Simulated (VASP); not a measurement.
# CdS: an input that fails (relaxed cell and band gap)

CdS, P6_3mc (no. 186), 4 atoms in the cell.

INCAR:
```
SYSTEM = CdS
ALGO     = Normal         ! electronic algorithm
EDIFF    = 1E-7           ! SCF threshold, eV
EDIFFG   = -0.005         ! ionic threshold
ENCUT    = 600            ! plane-wave cutoff, eV
GGA      = PBESOL         ! functional
GGA_COMPAT= .FALSE.      
IBRION   = 2              ! ionic algorithm
ISIF     = 3              ! what is computed and relaxed
ISMEAR   = 0              ! smearing method
KPAR     = 2            
LASPH    = .TRUE.         ! aspherical terms in the spheres
LCHARG   = .FALSE.        ! write CHGCAR
LREAL    = .FALSE.        ! projectors in reciprocal space
LWAVE    = .FALSE.        ! write WAVECAR
NELM     = 80             ! most SCF steps
NSW      = 20             ! ionic steps
PREC     = Accurate       ! precision mode
SIGMA    = 0.02           ! smearing width, eV
```

KPOINTS:
```
k-points
0
Gamma
  6 6 3
```

POSCAR:
```
CdS
1.0
    4.1500000000      0.0000000000      0.0000000000
   -2.0750000000      3.5940054257      0.0000000000
    0.0000000000      0.0000000000      6.7370000000
Cd S
2 2
Direct
    0.6666666667      0.3333333333      0.5000000000
    0.3333333333      0.6666666667      0.0000000000
    0.6666666667      0.3333333333      0.8750000000
    0.3333333333      0.6666666667      0.3750000000
```

Commands:
```
cat potpaw_PBE.64/Cd/POTCAR potpaw_PBE.64/S/POTCAR > POTCAR
mpirun -np 2 vasp_std > vasp.out
```

VASP stops with:
```
Error: One of the selected functionals does not exist. ---->  I REFUSE TO CONTINUE WITH THIS SICK JOB ... BYE!!! <----
```

Cause: full name in place of the two-letter word.
